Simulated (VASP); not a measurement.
Write the native input for VASP 6.6.1 that does the following.

```
Task                   : relaxation of cell and atoms
Functional             : LDA
Potentials or basis    : VASP PAW LDA potentials, release 64 (Ge_d)
Cutoff                 : 600 eV
k mesh                 : 8 × 8 × 8
Occupations            : gaussian, width 0.02 eV
Spin                   : no spin polarisation
Further INCAR settings : ALGO = Normal; EDIFF = 1e-06; IBRION = 2; EDIFFG = -0.01; NSW = 40; ISIF = 3
```

The structure of Ge lies in POSCAR:

```
Ge
1.0
    0.0000000000      2.8225000000      2.8225000000
    2.8225000000      0.0000000000      2.8225000000
    2.8225000000      2.8225000000      0.0000000000
Ge
2
Direct
    0.0000000000      0.0000000000      0.0000000000
    0.2500000000      0.2500000000      0.2500000000
```

The input as run:

INCAR

```
SYSTEM = Ge
PREC     = Accurate       ! precision mode
ENCUT    = 600            ! plane-wave cutoff, eV
EDIFF    = 1E-6           ! SCF threshold, eV
ISMEAR   = 0              ! smearing method
SIGMA    = 0.02           ! smearing width, eV
LREAL    = .False.        ! projectors in reciprocal space
LASPH    = .True.         ! aspherical terms in the spheres
NELM     = 60             ! most SCF steps
ALGO     = Normal         ! electronic algorithm
ISIF     = 3              ! what is computed and relaxed
LWAVE    = .False.        ! write WAVECAR
LCHARG   = .False.        ! write CHGCAR
GGA      = CA             ! functional
IBRION   = 2              ! ionic algorithm
NSW      = 40             ! ionic steps
EDIFFG   = -0.01          ! ionic threshold
```

KPOINTS

```
Automatic mesh
0
Gamma
  8 8 8
  0 0 0
```

Potentials or basis: VASP PAW LDA potentials, release 64 (Ge_d).

Command:

```console
$ cat potpaw_LDA.64/Ge_d/POTCAR > POTCAR
$ mpirun -np 1 vasp_std > vasp.out
```

It gave:

```json
{
  "Relaxed volume": "22.24 Å³/atom",
  "Relaxed cell": "a = 3.977 Å, b = 3.977 Å, c = 3.977 Å, α = 60.00°, β = 60.00°, γ = 60.00°",
  "Space group after relaxing (to 0.05 Å)": "Fd-3m (No. 227)",
  "Energy gained by relaxing": "0.5 meV/atom",
  "Ionic steps": "3",
  "Pressure after relaxing": "0.0 GPa",
  "Band gap on the k mesh": "0.02 eV, direct"
}
```

Run time: 29 s on 1 thread of Intel(R) Xeon(R) Platinum 8259CL CPU @ 2.50GHz (Skylake/Cascade Lake), with other jobs on the host, peak memory 0.16 GiB.
